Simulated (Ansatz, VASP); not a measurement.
## Re: VASP beside Ansatz

```
Re
1.0
     2.73830    0.00000    0.00000
    -1.36915    2.37144    0.00000
     0.00000    0.00000    4.41458
Re
2
Cartesian
  0.0000 1.5810 1.1036
  1.3692 0.7905 3.3109
```

Alike in both runs: functional LDA; k mesh 17 × 17 × 9; occupations fermi-dirac, width 0.05 eV; no spin polarisation.

Ansatz relaxed the structure, and its values are those at the end. VASP's run is a single point on that final structure, the one shown.

|  | VASP | Ansatz |
| --- | --- | --- |
| version | VASP 6.6.1 | Ansatz 0.2.0 |
| potentials or method | VASP PAW LDA potentials, release 64 (Re) | PAW with Ansatz's default frozen-core files, scalar-relativistic |
| plane-wave cutoff (eV) | 520 | 420 |
| valence electrons in the cell | 14 | 30 |

Ansatz gave:

- pressure (GPa): 0.0

Question: Which values does VASP return?

Answer: Pressure (GPa): 1.5.

The two sets of potentials don't hold the same shells in valence.

Spin-orbit coupling is left out, which matters for the levels of Re.
